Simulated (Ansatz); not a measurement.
Cell and atoms are relaxed with the symmetry kept. Start:

```cif
data_structure
_symmetry_space_group_name_H-M 'C2/m'
_symmetry_Int_Tables_number 12
_cell_length_a 7.6406
_cell_length_b 4.2964
_cell_length_c 5.9768
_cell_angle_alpha 90.000
_cell_angle_beta 90.904
_cell_angle_gamma 90.000
_cell_volume 196.18
loop_
_atom_site_label
_atom_site_type_symbol
_atom_site_symmetry_multiplicity
_atom_site_Wyckoff_symbol
_atom_site_fract_x
_atom_site_fract_y
_atom_site_fract_z
_atom_site_occupancy
Te1 Te 4 i 0.69055 0.00000 0.66119 1
Te2 Te 2 a 0.00000 0.00000 0.00000 1
```

These are results of DFT PBE, scalar-relativistic, plane waves, PAW (Ansatz 0.2.0), not measurements.

Settings: cutoff 420 eV, Γ-centred mesh 12×12×8 on the computed 3-atom cell, Gaussian smearing of 0.10 eV; no spin polarisation.

Q: What does it relax to?

A: The volume increases by 0.30 Å³/atom to 32.99 Å³/atom, and the energy falls by 2.1 meV/atom. Final structure:
```cif
data_structure
_symmetry_space_group_name_H-M 'P 1'
_symmetry_Int_Tables_number 1
_cell_length_a 4.4184
_cell_length_b 4.4184
_cell_length_c 5.8772
_cell_angle_alpha 90.344
_cell_angle_beta 90.344
_cell_angle_gamma 59.623
_cell_volume 98.98
loop_
_atom_site_label
_atom_site_type_symbol
_atom_site_fract_x
_atom_site_fract_y
_atom_site_fract_z
_atom_site_occupancy
Te1 Te 0.68508 0.68508 0.66387 1
Te2 Te 0.31492 0.31492 0.33613 1
Te3 Te 0.00000 0.00000 0.00000 1
```

This form isn't the element's structure at ambient conditions.

Cost: 1 run of about 5.8 core-minutes, on Intel Xeon Platinum 8375C (Ice Lake) (shared hosts).